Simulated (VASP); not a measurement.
**Zn: relaxation of cell and atoms with r2SCAN**

Crystal: Zn.

```
CELL_PARAMETERS angstrom
2.67000 0.00000 0.00000
-1.33500 2.31229 0.00000
0.00000 0.00000 4.96600
ATOMIC_POSITIONS crystal
Zn 0.33333 0.66667 0.25000
Zn 0.66667 0.33333 0.75000
```

| Quantity | Value |
| --- | --- |
| Program | VASP 6.6.1 |
| Task | relaxation of cell and atoms |
| Functional | r2SCAN |
| Potentials or basis | VASP PAW PBE potentials, release 64 (Zn) |
| Cutoff | 600 eV |
| k mesh | 18 × 18 × 8 |
| Occupations | methfessel-paxton, width 0.1 eV |
| Spin | no spin polarisation |
| Further INCAR settings | ALGO = Normal; EDIFF = 1e-06; IBRION = 2; EDIFFG = -0.01; NSW = 90; ISIF = 3 |

```
Relaxed volume                         : 14.66 Å³/atom
Relaxed cell                           : a = 2.595 Å, b = 2.595 Å, c = 5.029 Å, α = 90.00°, β = 90.00°, γ = 120.00°
Space group after relaxing (to 0.05 Å) : P6_3/mmc (No. 194)
Energy gained by relaxing              : 16.0 meV/atom
Ionic steps                            : 11
Pressure after relaxing                : 0.0 GPa
Band gap on the k mesh                 : none (metal or under the smearing width)
```

Stress tensor (GPa, compression positive):
```
-0.06  0.00  0.00
 0.00 -0.06  0.00
 0.00  0.00  0.03
```

The path:
```
step  energy change (eV)  largest force (eV/Å)  pressure (GPa)  volume (Å³)
   1              0.0000                0.0000           -4.57        30.66
   2             -0.0312                0.0000            0.57        28.76
   3             -0.0313                0.0000            0.10        28.89
   4             -0.0313                0.0000           -0.05        28.92
   5             -0.0313                0.0000            0.05        28.94
   6             -0.0315                0.0000           -0.13        28.98
   7             -0.0318                0.0000            0.18        29.06
   8             -0.0319                0.0000            0.43        29.22
   9             -0.0320                0.0000            0.32        29.15
  10             -0.0320                0.0000            0.23        29.19
  11             -0.0320                0.0000           -0.03        29.32
```

Final structure:
```cif
data_structure
_symmetry_space_group_name_H-M 'P 1'
_symmetry_Int_Tables_number 1
_cell_length_a 2.5947
_cell_length_b 2.5947
_cell_length_c 5.0285
_cell_angle_alpha 90.000
_cell_angle_beta 90.000
_cell_angle_gamma 120.000
_cell_volume 29.32
loop_
_atom_site_label
_atom_site_type_symbol
_atom_site_fract_x
_atom_site_fract_y
_atom_site_fract_z
_atom_site_occupancy
Zn1 Zn 0.33333 0.66667 0.25000 1
Zn2 Zn 0.66667 0.33333 0.75000 1
```

Levels at points of the mesh, in eV from the Fermi level:
```
           k point  band 9  band 10  band 11  band 12  band 13  band 14  band 15  band 16
(0.00, 0.00, 0.00)   -7.65    -7.47    -7.47    -4.16    -3.62    13.19    17.08    19.91
(0.50, 0.00, 0.00)   -7.23    -7.21    -2.97    -2.05     2.63     3.84     4.43     6.01
(0.00, 0.00, 0.50)   -7.55    -7.55    -7.55    -7.55     4.11     4.11    21.26    21.26
(0.50, 0.00, 0.50)   -7.22    -7.22    -2.05    -2.05     0.51     0.51    10.44    10.44
```

Wall time 14 min on 2 MPI ranks on Intel(R) Xeon(R) Platinum 8488C (Sapphire Rapids), with other jobs on the host, peak memory 0.23 GiB a rank.

Caveat: the PAW data sets were made with another functional, which shifts forces and pressure a little.
